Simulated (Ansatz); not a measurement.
WS2 (Tungstenite) in Ansatz: the effect of Hubbard term

Crystal: WS2 (Tungstenite).

```xyz
6
Lattice="3.1800 0.0000 0.0000 -1.5900 2.7540 0.0000 0.0000 0.0000 12.5000" Properties=species:S:1:pos:R:3 pbc="T T T"
W     1.5900    0.9180    9.3750
W     0.0000    1.8360    3.1250
S     1.5900    0.9180    4.6875
S     0.0000    1.8360   10.9375
S     1.5900    0.9180    1.5625
S     0.0000    1.8360    7.8125
```

Alike in all runs:

| Item | Value |
| --- | --- |
| Program | Ansatz 0.2.0 |
| Task | band structure |
| Functional | PBE |
| Potentials or basis | Ansatz PAW |
| Cutoff | 420 eV (not typed: the program's choice for these potentials) |
| k mesh | 10 × 10 × 3 |
| Occupations | fermi-dirac, width 0.05 eV |
| Spin | no spin polarisation |
| Path | [["G", "M", "K", "G", "A", "L", "H", "A"], ["L", "M"], ["K", "H"]] |
| Points for each segment of the path | 14 |
| Hubbard projectors | ortho-atomic (the default) |
| Double counting | fll (the default) |

```tsv
Hubbard term	pressure (GPa)
none	2.3
W d U = 1 eV	2.3
W d U = 2 eV	2.4
W d U = 3 eV	2.5
W d U = 4 eV	2.6
W d U = 5 eV	2.7
W d U = 6 eV	3.0
W d U = 8 eV	?
```

Problem. What does the run with Hubbard term W d U = 8 eV give?

Solution. Pressure 4.4 GPa.

Worked out: A parabola through the other rows of the pressure, of slope 0.289 GPa per eV there, extrapolates to 3.5 GPa, against the run's 4.4. The fit is too stiff a form for this range.

Caveats: this functional lacks dispersion, which binds the layers, so the pressure and a relaxed spacing across them are unreliable.
